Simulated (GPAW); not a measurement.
# Ru: relaxation of cell and atoms with PBEsol

The system is Ru.

```
Ru
1.0
     2.70580    0.00000    0.00000
    -1.35290    2.34329    0.00000
     0.00000    0.00000    4.28190
Ru
2
Direct
  0.66667 0.33333 0.75000
  0.33333 0.66667 0.25000
```

| Property | Result |
| --- | --- |
| Program | GPAW 26.7.0 |
| Task | relaxation of cell and atoms |
| Functional | PBEsol |
| Potentials or basis | PAW data sets generated in the run's folder for this functional |
| Cutoff | 600 eV |
| Basis | pw |
| k mesh | 8 × 8 × 5 |
| Occupations | fermi-dirac, width 0.05 eV |
| Spin | no spin polarisation |
| Maxiter | 150 |
| Optimizer | BFGS |
| Fmax | 0.02 eV/Å |
| Max steps | 60 |
| Convergence | density=1e-05 forces=0.0001 |

```yaml
Relaxed_volume: 13.26 Å³/atom
Relaxed_cell: a = 2.686 Å, b = 2.686 Å, c = 4.246 Å, α = 90.00°, β = 90.00°, γ = 120.00°
Space_group_after_relaxing_to_0.05_Å: P6_3/mmc (No. 194)
Energy_gained_by_relaxing: 6.7 meV/atom
Ionic_steps: 3
Pressure_after_relaxing: 0.1 GPa
Band_gap_on_the_k_mesh: none (metal or under the smearing width)
```

Stress tensor (GPa, compression positive):
```
0.14 0.00 0.00
0.00 0.14 0.00
0.00 0.00 0.05
```

The path:
```csv
step,energy change (eV),largest force (eV/Å),pressure (GPa),volume (Å³)
1,0.0000,0.0000,-7.46,27.15
2,-0.0115,0.0000,-3.13,26.78
3,-0.0135,0.0000,0.11,26.53
```

Final structure:
```xyz
2
Lattice="2.6862 0.0000 0.0000 -1.3431 2.3263 0.0000 0.0000 0.0000 4.2455" Properties=species:S:1:pos:R:3 pbc="T T T"
Ru    1.3431    0.7754    3.1841
Ru    0.0000    1.5509    1.0614
```

Levels at points of the mesh, in eV from the Fermi level:
| k point | band 14 | band 15 | band 16 | band 17 | band 18 | band 19 |
| --- | --- | --- | --- | --- | --- | --- |
| (0.00, 0.00, 0.00) | -1.96 | -1.96 | -1.43 | -1.43 | 1.24 | 1.24 |
| (0.50, 0.50, 0.00) | -1.83 | -1.55 | 1.50 | 1.94 | 2.01 | 4.20 |

It took 28 s on 1 thread of Intel(R) Xeon(R) 6975P-C (Granite Rapids), on a shared host, peak memory 0.17 GiB.

Caveat: later steps reuse the first step's grids.
